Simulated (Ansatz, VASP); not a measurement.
Ga in VASP and in Ansatz

```
Ga
1.0
     0.00000    3.05052    3.05052
     3.05052    0.00000    3.05052
     3.05052    3.05052    0.00000
Ga
2
Direct
  0.12500 0.12500 0.12500
  0.87500 0.87500 0.87500
```

Alike in both runs: task single point; functional revPBE; k mesh 10 × 10 × 10; occupations fermi-dirac, width 0.1 eV; no spin polarisation.

|  | VASP | Ansatz |
| --- | --- | --- |
| version | VASP 6.6.1 | Ansatz 0.2.0 |
| potentials or method | VASP PAW PBE potentials, release 64 (Ga_d) | plane waves (420 eV) with PAW, scalar-relativistic |
| plane-wave cutoff (eV) | 520 | 420 |
| valence electrons in the cell | 26 | 26 |

Ansatz gave:

- pressure (GPa): -2.0

Q: Estimate VASP's values.

A: Pressure (GPa): -1.9.

Caveats: the PAW data sets were made with another functional, which shifts forces and pressure a little (VASP).
